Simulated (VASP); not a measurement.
# Gd (Im-3m) in VASP: a series of runs, part 2 of 2

VASP 6.6.1. Earlier steps stand in the parts before.

## Step 3: Band structure, PBE, collinear spin, ferromagnetic start

Input file INCAR:

```
SYSTEM = Gd
PREC = Accurate
ENCUT = 600
EDIFF = 1E-6
ISMEAR = -1
SIGMA = 0.05
LREAL = .FALSE.
LASPH = .TRUE.
NELM = 100
ALGO = Fast
ISIF = 2
LWAVE = .FALSE.
LCHARG = .FALSE.
ISPIN = 2
MAGMOM = 7
LORBIT = 11
LMAXMIX = 6
GGA = PE
```

Input file KPOINTS:

```
Automatic mesh
0
G
  7 7 7
  0 0 0
```

Input file POSCAR:

```
Gd
1.0
   -2.0250000000      2.0250000000      2.0250000000
    2.0250000000     -2.0250000000      2.0250000000
    2.0250000000      2.0250000000     -2.0250000000
Gd
1
Direct
    0.0000000000      0.0000000000      0.0000000000
```

Input file KPOINTS_OPT:

```
path GHNGPH,PN
10
line-mode
reciprocal
 0.0000000000  0.0000000000  0.0000000000  G
 0.5000000000 -0.5000000000  0.5000000000  H

 0.5000000000 -0.5000000000  0.5000000000  H
 0.0000000000  0.0000000000  0.5000000000  N

 0.0000000000  0.0000000000  0.5000000000  N
 0.0000000000  0.0000000000  0.0000000000  G

 0.0000000000  0.0000000000  0.0000000000  G
 0.2500000000  0.2500000000  0.2500000000  P

 0.2500000000  0.2500000000  0.2500000000  P
 0.5000000000 -0.5000000000  0.5000000000  H

 0.2500000000  0.2500000000  0.2500000000  P
 0.0000000000  0.0000000000  0.5000000000  N
```

Potentials or basis: VASP PAW PBE potentials, release 64 (Gd_3), 4f in core.

On the command line:

```sh
cat potpaw_PBE.64/Gd_3/POTCAR > POTCAR
mpirun -np 1 vasp_std > vasp.out
```

OUTCAR:

```text
SYSTEM = Gd
   PREC = Accurate
   ENCUT = 600
   EDIFF = 1E-6
   ISMEAR = -1
   LREAL = .FALSE.
   LASPH = .TRUE.
   NELM = 100
   ISIF = 2
   ISPIN = 2
   LORBIT = 11
   GGA = PE

 ion  position               nearest neighbor table
   1  0.000  0.000  0.000-

  LATTYP: Found a body centered cubic cell.
 ALAT       =     4.0500000000

  Lattice vectors:

 A1 = (  -2.0250000000,   2.0250000000,   2.0250000000)
 A2 = (   2.0250000000,  -2.0250000000,   2.0250000000)
 A3 = (   2.0250000000,   2.0250000000,  -2.0250000000)

Analysis of symmetry for initial positions (statically):
=====================================================================
 Subroutine PRICEL returns:
 Original cell was already a primitive cell.

 Routine SETGRP: Setting up the symmetry group for a
 body centered cubic supercell.

 Subroutine GETGRP returns: Found 48 space group operations
 (whereof 48 operations were pure point group operations)
 out of a pool of 48 trial point group operations.

The static configuration has the point symmetry O_h .

Analysis of symmetry for dynamics (positions and initial velocities):
=====================================================================
 Subroutine PRICEL returns:
 Original cell was already a primitive cell.

 Routine SETGRP: Setting up the symmetry group for a
 body centered cubic supercell.

 Subroutine GETGRP returns: Found 48 space group operations
 (whereof 48 operations were pure point group operations)
 out of a pool of 48 trial point group operations.

The dynamic configuration has the point symmetry O_h .

Analysis of structural, dynamic, and magnetic symmetry:
=====================================================================
 Subroutine PRICEL returns:
 Original cell was already a primitive cell.

 Routine SETGRP: Setting up the symmetry group for a
 body centered cubic supercell.

 Subroutine GETGRP returns: Found 48 space group operations
 (whereof 48 operations were pure point group operations)
 out of a pool of 48 trial point group operations.

The overall configuration has the point symmetry O_h .

 Subroutine INISYM returns: Found 48 space group operations
 (whereof 48 operations are pure point group operations),
 and found     1 'primitive' translations

----------------------------------------------------------------------------------------

                                     Primitive cell

  volume of cell :      33.2151

  direct lattice vectors                    reciprocal lattice vectors
    -2.025000000  2.025000000  2.025000000     0.000000000  0.246913580  0.246913580
     2.025000000 -2.025000000  2.025000000     0.246913580  0.000000000  0.246913580
     2.025000000  2.025000000 -2.025000000     0.246913580  0.246913580  0.000000000

  length of vectors
     3.507402885  3.507402885  3.507402885     0.349188534  0.349188534  0.349188534

  position of ions in fractional coordinates (direct lattice)
     0.000000000  0.000000000  0.000000000

  ion indices of the primitive-cell ions
   primitive index   ion index
                 1           1

----------------------------------------------------------------------------------------

 KPOINTS: Automatic mesh

Automatic generation of k-mesh.
 Grid dimensions read from file:
 generate k-points for:    7    7    7

 Generating k-lattice:

  Cartesian coordinates                     Fractional coordinates (reciprocal lattice)
     0.000000000  0.035273369  0.035273369     0.142857143  0.000000000  0.000000000
[... 68 lines left out ...]
   EFERMI =   0.00;   METHOD = LEGACY
   ISMEAR =    -1;   SIGMA  =   0.05  broadening in eV -4-tet -1-fermi 0-gaus
   EFERMI_NEDOS =   21; number of points for ismear=-14 and -15
   IALGO  =     68    algorithm
   IMIX   =      4    mixing-type and parameters
     AMIX     =   0.40;   BMIX     =  1.00
     AMIX_MAG =   1.60;   BMIX_MAG =  1.00
  volume/ion in A,a.u.               =      33.22       224.15
  Fermi-wavevector in a.u.,A,eV,Ry     =   1.059361  2.001902 15.269080  1.122246
  Thomas-Fermi vector in A             =   2.194704
   LORBIT       =     11    0 simple, 1 ext, 2 COOP (PROOUT), +10 PAW based schemes
   GGA     = PE    functional components
   LHFCALC =     F    Hartree Fock is set to
   AEXX    =    0.0000 exact exchange contribution
   IVDW    =     0    specifies the selected vdW correction
   LEPSILON=     F    determine dielectric tensor
   LRPA    =     F    only Hartree local field effects (RPA)
 spin polarized calculation
 RMM-DIIS sequential band-by-band and
  energy-cutoff  :      600.00
  volume of cell :       33.22
 maximum number of plane-waves:      1124
   NGX = 13   NGY = 13   NGZ = 13

 number of electron       9.0000000 magnetization       0.0377568

 Free energy of the ion-electron system (eV)
  ---------------------------------------------------
  ext. energy  EPLUGINS =         0.00000000
  ---------------------------------------------------
  free energy    TOTEN  =        -4.46863318 eV

  energy without entropy =       -4.44916729  energy(sigma->0) =       -4.45890024

 E-fermi :   3.3323     XC(G=0):  -9.7237

 val. band max:        3.3060741189   @ k =   0.4286   0.1429   0.0000
 cond. band min:       3.3382962655   @ k =   0.4286   0.1429   0.0000
 fundamental gap:      0.0322221466
 Fermi energy:         3.3323354655

 spin component 1

 k-point     1 :       0.0000    0.0000    0.0000
  band No.  band energies     occupation
      1     -18.3789      1.00000
      2     -18.3789      1.00000
      3     -18.3789      1.00000
      4      -1.5309      1.00000
      5       4.9077      0.00000
      6       4.9077      0.00000
      7       4.9077      0.00000
      8       7.0742      0.00000
      9       7.0742      0.00000
     10       8.7444      0.00000
     11      13.4710      0.00000
     12      13.4710      0.00000
[... 271 lines left out ...]
 k-point    20 :      -0.4286    0.4286    0.4286
  band No.  band energies     occupation
      1     -18.8848      1.00000
      2     -18.8583      1.00000
      3     -18.8583      1.00000
      4       1.7482      1.00000
      5       1.7811      1.00000
      6       7.5668      0.00000
      7       7.5668      0.00000
      8       8.5770      0.00000
      9       8.7484      0.00000
     10       8.7856      0.00000
     11      11.2646      0.00000
     12      11.2646      0.00000
 Fermi energy:         3.3323354655

 spin component 2

 k-point     1 :       0.0000    0.0000    0.0000
  band No.  band energies     occupation
      1     -18.3675      1.00000
      2     -18.3675      1.00000
      3     -18.3675      1.00000
      4      -1.5030      1.00000
      5       4.9413      0.00000
      6       4.9413      0.00000
      7       4.9413      0.00000
      8       7.0807      0.00000
      9       7.0807      0.00000
     10       8.7530      0.00000
     11      13.5009      0.00000
     12      13.5009      0.00000
[... 271 lines left out ...]
 k-point    20 :      -0.4286    0.4286    0.4286
  band No.  band energies     occupation
      1     -18.8719      1.00000
      2     -18.8455      1.00000
      3     -18.8455      1.00000
      4       1.7633      1.00000
      5       1.7967      1.00000
      6       7.5967      0.00000
      7       7.5967      0.00000
      8       8.6094      0.00000
      9       8.7580      0.00000
     10       8.8098      0.00000
     11      11.2944      0.00000
     12      11.2944      0.00000

------------------------ aborting loop because EDIFF is reached ----------------------------------------

  FORCE on cell =-STRESS in cart. coord.  units (eV):
  Direction    XX          YY          ZZ          XY          YZ          ZX
  --------------------------------------------------------------------------------------
  -------------------------------------------------------------------------------------
  Total       -0.1254396     -0.1254396     -0.1254396      0.0000000      0.0000000      0.0000000
  in kB       -6.0507648     -6.0507648     -6.0507648      0.0000000      0.0000000      0.0000000
  external PRESSURE =      -6.0507648 kB  Pullay stress =       0.0000000 kB

 VOLUME and BASIS-vectors are now :
 -----------------------------------------------------------------------------
  energy-cutoff  :      600.00
  volume of cell :       33.22
      direct lattice vectors                 reciprocal lattice vectors
    -2.025000000  2.025000000  2.025000000     0.000000000  0.246913580  0.246913580
     2.025000000 -2.025000000  2.025000000     0.246913580  0.000000000  0.246913580
     2.025000000  2.025000000 -2.025000000     0.246913580  0.246913580  0.000000000

 POSITION                                       TOTAL-FORCE (eV/Angst)
 -----------------------------------------------------------------------------------
      0.00000      0.00000      0.00000         0.000000      0.000000      0.000000
 -----------------------------------------------------------------------------------
    total drift:                                0.000000     -0.000000     -0.000000

  FREE ENERGIE OF THE ION-ELECTRON SYSTEM (eV)
  ---------------------------------------------------
  free  energy   TOTEN  =        -4.4686331782 eV

  energy  without entropy=       -4.4491672932  energy(sigma->0) =       -4.45890024

 total charge

# of ion       s       p       d       tot
------------------------------------------
    1        0.344   6.225   1.110   7.679

 magnetization (x)

# of ion       s       p       d       tot
------------------------------------------
    1        0.000   0.004   0.023   0.026
```

Run time: 26 s. Hardware: 1 thread of Intel Xeon 6975P-C (Granite Rapids), shared host; peak memory 0.18 GiB.

Results:

* Free energy: -4.4686 eV
* Pressure: -0.6 GPa
* Band gap along the path: none (metal or under the smearing width)
* Net moment: 0.04 μB per cell
* Site moments: Gd +0.03 μB
* Valence electrons inside the program's atomic spheres: Gd 7.68

Levels at the corners of the path, in eV from the Fermi level:
Spin up:
```csv
point,band 1,band 2,band 3,band 4,band 5,band 6,band 7,band 8,band 9,band 10
Γ,-21.71,-21.71,-21.71,-4.86,1.58,1.58,1.58,3.74,3.74,5.41
H,-22.22,-22.22,-22.22,-1.75,-1.75,5.41,5.79,5.79,5.79,6.04
H,-22.22,-22.22,-22.22,-1.75,-1.75,5.41,5.79,5.79,5.79,6.04
N,-22.44,-21.95,-21.72,-2.22,-0.05,1.31,3.68,4.45,5.41,6.47
N,-22.44,-21.95,-21.72,-2.22,-0.05,1.31,3.68,4.45,5.41,6.47
Γ,-21.71,-21.71,-21.71,-4.86,1.58,1.58,1.58,3.74,3.74,5.41
Γ,-21.71,-21.71,-21.71,-4.86,1.58,1.58,1.58,3.74,3.74,5.41
P,-22.08,-22.08,-22.08,-0.11,-0.11,-0.11,4.59,4.59,5.16,5.43
P,-22.08,-22.08,-22.08,-0.11,-0.11,-0.11,4.59,4.59,5.16,5.43
H,-22.22,-22.22,-22.22,-1.75,-1.75,5.41,5.79,5.79,5.79,6.04
P,-22.08,-22.08,-22.08,-0.11,-0.11,-0.11,4.59,4.59,5.16,5.43
N,-22.44,-21.95,-21.72,-2.22,-0.05,1.31,3.68,4.45,5.41,6.47
```
Spin down:
| point | band 2 | band 3 | band 4 | band 5 | band 6 | band 7 | band 8 | band 9 |
| --- | --- | --- | --- | --- | --- | --- | --- | --- |
| Γ | -21.70 | -21.70 | -4.84 | 1.61 | 1.61 | 1.61 | 3.75 | 3.75 |
| H | -22.20 | -22.20 | -1.73 | -1.73 | 5.42 | 5.81 | 5.81 | 5.81 |
| H | -22.20 | -22.20 | -1.73 | -1.73 | 5.42 | 5.81 | 5.81 | 5.81 |
| N | -21.93 | -21.70 | -2.19 | -0.02 | 1.33 | 3.69 | 4.46 | 5.42 |
| N | -21.93 | -21.70 | -2.19 | -0.02 | 1.33 | 3.69 | 4.46 | 5.42 |
| Γ | -21.70 | -21.70 | -4.84 | 1.61 | 1.61 | 1.61 | 3.75 | 3.75 |
| Γ | -21.70 | -21.70 | -4.84 | 1.61 | 1.61 | 1.61 | 3.75 | 3.75 |
| P | -22.06 | -22.06 | -0.08 | -0.08 | -0.08 | 4.60 | 4.60 | 5.20 |
| P | -22.06 | -22.06 | -0.08 | -0.08 | -0.08 | 4.60 | 4.60 | 5.20 |
| H | -22.20 | -22.20 | -1.73 | -1.73 | 5.42 | 5.81 | 5.81 | 5.81 |
| P | -22.06 | -22.06 | -0.08 | -0.08 | -0.08 | 4.60 | 4.60 | 5.20 |
| N | -21.93 | -21.70 | -2.19 | -0.02 | 1.33 | 3.69 | 4.46 | 5.42 |

Caveat: spin-orbit coupling is left out, which moves the levels of the heavy elements; the 4f electrons are frozen in the core as for a trivalent ion, so they carry no moment and show no levels.

## Step 4: Band structure, PBE, collinear spin, ferromagnetic start

INCAR is that of step 3.

KPOINTS is that of step 3.

POSCAR is that of step 3.

KPOINTS_OPT is that of step 3.

Potentials or basis: VASP PAW PBE potentials, release 64 (Gd).

On the command line:

```sh
cat potpaw_PBE.64/Gd/POTCAR > POTCAR
mpirun -np 1 vasp_std > vasp.out
```

Run time: 2.1 min. Hardware: 1 thread of Intel Xeon 6975P-C (Granite Rapids), shared host; peak memory 0.21 GiB.

It converged, with:

* Free energy: -11.6228 eV
* Pressure: 1.0 GPa
* Band gap along the path: none (metal or under the smearing width)
* Net moment: 7.63 μB per cell
* Site moments: Gd +7.01 μB
* Valence electrons inside the program's atomic spheres: Gd 15.20

Levels at the corners of the path, in eV from the Fermi level:
Spin up:
| point | band 10 | band 11 | band 12 | band 13 | band 14 | band 15 | band 16 | band 17 |
| --- | --- | --- | --- | --- | --- | --- | --- | --- |
| Γ | -4.84 | -4.84 | -4.81 | 1.26 | 1.26 | 1.26 | 3.50 | 3.50 |
| H | -4.82 | -4.82 | -1.93 | -1.93 | 5.43 | 5.44 | 5.45 | 5.84 |
| H | -4.82 | -4.82 | -1.93 | -1.93 | 5.43 | 5.43 | 5.44 | 5.84 |
| N | -4.85 | -4.83 | -2.45 | -0.33 | 1.05 | 3.39 | 4.16 | 6.10 |
| N | -4.85 | -4.83 | -2.45 | -0.33 | 1.05 | 3.39 | 4.16 | 6.10 |
| Γ | -4.84 | -4.84 | -4.81 | 1.26 | 1.26 | 1.26 | 3.50 | 3.50 |
| Γ | -4.84 | -4.84 | -4.81 | 1.26 | 1.26 | 1.26 | 3.50 | 3.50 |
| P | -4.87 | -4.87 | -0.38 | -0.38 | -0.38 | 4.29 | 4.29 | 4.92 |
| P | -4.87 | -4.87 | -0.38 | -0.38 | -0.38 | 4.29 | 4.29 | 4.92 |
| H | -4.82 | -4.82 | -1.93 | -1.93 | 5.43 | 5.43 | 5.50 | 5.84 |
| P | -4.87 | -4.87 | -0.38 | -0.38 | -0.38 | 4.29 | 4.29 | 4.92 |
| N | -4.85 | -4.83 | -2.45 | -0.33 | 1.05 | 3.39 | 4.16 | 6.10 |
Spin down:
| point | band 2 | band 3 | band 4 | band 5 | band 6 | band 7 | band 8 | band 9 |
| --- | --- | --- | --- | --- | --- | --- | --- | --- |
| Γ | -19.96 | -19.96 | -19.96 | -4.21 | 0.33 | 0.33 | 0.33 | 0.64 |
| H | -20.53 | -20.53 | -20.53 | -1.15 | -1.15 | 0.40 | 0.46 | 0.46 |
| H | -20.53 | -20.53 | -20.53 | -1.15 | -1.15 | 0.40 | 0.46 | 0.46 |
| N | -20.79 | -20.22 | -19.96 | -1.54 | 0.34 | 0.39 | 0.47 | 0.57 |
| N | -20.79 | -20.22 | -19.96 | -1.54 | 0.34 | 0.39 | 0.47 | 0.57 |
| Γ | -19.96 | -19.96 | -19.96 | -4.21 | 0.33 | 0.33 | 0.33 | 0.64 |
| Γ | -19.96 | -19.96 | -19.96 | -4.21 | 0.33 | 0.33 | 0.33 | 0.64 |
| P | -20.38 | -20.38 | -20.38 | 0.42 | 0.42 | 0.42 | 0.46 | 0.56 |
| P | -20.38 | -20.38 | -20.38 | 0.42 | 0.42 | 0.42 | 0.46 | 0.56 |
| H | -20.53 | -20.53 | -20.53 | -1.15 | -1.15 | 0.40 | 0.46 | 0.46 |
| P | -20.38 | -20.38 | -20.38 | 0.42 | 0.42 | 0.42 | 0.46 | 0.56 |
| N | -20.79 | -20.22 | -19.96 | -1.54 | 0.34 | 0.39 | 0.47 | 0.57 |

Caveat: spin-orbit coupling is left out, which moves the levels of the heavy elements. The state reached can hang on the start; a lower one may exist.

## Step 5: Band structure, PBE, collinear spin, ferromagnetic start

INCAR is that of step 4.

KPOINTS is that of step 4.

POSCAR is that of step 4.

KPOINTS_OPT is that of step 4.

On the command line:

```sh
cat potpaw_PBE.64/Gd/POTCAR > POTCAR
mpirun -np 1 vasp_std > vasp.out
```

Wall time 2.1 min (1 thread of Intel Xeon 6975P-C (Granite Rapids), shared host); peak memory 0.2 GiB.

Results (log left out):

* Free energy: -11.6228 eV
* Pressure: 1.0 GPa
* Band gap along the path: none (metal or under the smearing width)
* Net moment: 7.63 μB per cell
* Site moments: Gd +7.01 μB
* Valence electrons inside the program's atomic spheres: Gd 15.20

Levels at the corners of the path, in eV from the Fermi level:
Spin up:
```
point  band 10  band 11  band 12  band 13  band 14  band 15  band 16  band 17
    Γ    -4.84    -4.84    -4.81     1.26     1.26     1.26     3.50     3.50
    H    -4.82    -4.82    -1.93    -1.93     5.43     5.44     5.45     5.84
    H    -4.82    -4.82    -1.93    -1.93     5.43     5.43     5.44     5.84
    N    -4.85    -4.83    -2.45    -0.33     1.05     3.39     4.16     6.10
    N    -4.85    -4.83    -2.45    -0.33     1.05     3.39     4.16     6.10
    Γ    -4.84    -4.84    -4.81     1.26     1.26     1.26     3.50     3.50
    Γ    -4.84    -4.84    -4.81     1.26     1.26     1.26     3.50     3.50
    P    -4.87    -4.87    -0.38    -0.38    -0.38     4.29     4.29     4.92
    P    -4.87    -4.87    -0.38    -0.38    -0.38     4.29     4.29     4.92
    H    -4.82    -4.82    -1.93    -1.93     5.43     5.43     5.50     5.84
    P    -4.87    -4.87    -0.38    -0.38    -0.38     4.29     4.29     4.92
    N    -4.85    -4.83    -2.45    -0.33     1.05     3.39     4.16     6.10
```
Spin down:
```tsv
point	band 2	band 3	band 4	band 5	band 6	band 7	band 8	band 9
Γ	-19.96	-19.96	-19.96	-4.21	0.33	0.33	0.33	0.64
H	-20.53	-20.53	-20.53	-1.15	-1.15	0.40	0.46	0.46
H	-20.53	-20.53	-20.53	-1.15	-1.15	0.40	0.46	0.46
N	-20.79	-20.22	-19.96	-1.54	0.34	0.39	0.47	0.57
N	-20.79	-20.22	-19.96	-1.54	0.34	0.39	0.47	0.57
Γ	-19.96	-19.96	-19.96	-4.21	0.33	0.33	0.33	0.64
Γ	-19.96	-19.96	-19.96	-4.21	0.33	0.33	0.33	0.64
P	-20.38	-20.38	-20.38	0.42	0.42	0.42	0.46	0.56
P	-20.38	-20.38	-20.38	0.42	0.42	0.42	0.46	0.56
H	-20.53	-20.53	-20.53	-1.15	-1.15	0.40	0.46	0.46
P	-20.38	-20.38	-20.38	0.42	0.42	0.42	0.46	0.56
N	-20.79	-20.22	-19.96	-1.54	0.34	0.39	0.47	0.57
```

Caveat: spin-orbit coupling is left out, which moves the levels of the heavy elements. The state reached can hang on the start; a lower one may exist.

## Step 6: For comparison

An earlier run on the cell as given: functional PBE; potentials or basis VASP PAW PBE potentials, release 64 (Gd); cutoff 520 eV; k mesh 9 × 9 × 9; occupations fermi-dirac, width 0.05 eV; collinear spin, ferromagnetic start; starting moments [7.0] μB.

- Pressure: 0.0 GPa
- Band gap on the k mesh: none (metal or under the smearing width)
- Net moment: 7.60 μB per cell
- Site moments: Gd +6.99 μB
- Valence electrons inside the program's atomic spheres: Gd 15.20

## Step 7: The runs side by side

```tsv
task	potentials or basis	k mesh	cutoff (eV)	pressure (GPa)	moment (μB)
band structure	VASP PAW PBE potentials, release 64 (Gd)	7 × 7 × 7	600	1.0	7.63
band structure	VASP PAW PBE potentials, release 64 (Gd_3), 4f in core	7 × 7 × 7	600	-0.6	0.04
single point	VASP PAW PBE potentials, release 64 (Gd)	9 × 9 × 9	520	0.0	7.60
```

Alike in all rows: level PBE; spin collinear, ferromagnetic start; cell as given; smearing fermi-dirac 0.05 eV.

Caveats: spin-orbit coupling is left out, which moves the levels of the heavy elements; the 4f electrons are frozen in the core as for a trivalent ion, so they carry no moment and show no levels (some runs).

Total energies depend on the potentials used, so only differences within one code and one set of settings carry meaning.
